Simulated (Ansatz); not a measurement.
Take a crystal in which Sn has been replaced by Ge on all its sites, with the cell rescaled by a rough guess (in some cases also distorted within its space group) and nothing relaxed:

```
Ge
1.0
    -1.81050    1.81050    1.81050
     1.81050   -1.81050    1.81050
     1.81050    1.81050   -1.81050
Ge
1
Direct
  0.00000 0.00000 0.00000
```

These are results of Ansatz, DFT PBE, scalar-relativistic, plane waves, PAW, not measurements.

Settings: cutoff 420 eV, Γ-centred mesh 16×16×16 on the computed 1-atom cell, Gaussian smearing of 0.10 eV; no spin polarisation.

(1) Will this cell want to expand or contract, and how hard?

(2) Is it a metal on this mesh?

Results:

(1) The pressure is -8.5 GPa (positive in compression), so the cell would contract.

(2) Yes, a band crosses the Fermi level.

This bcc form isn't the element's structure at ambient conditions.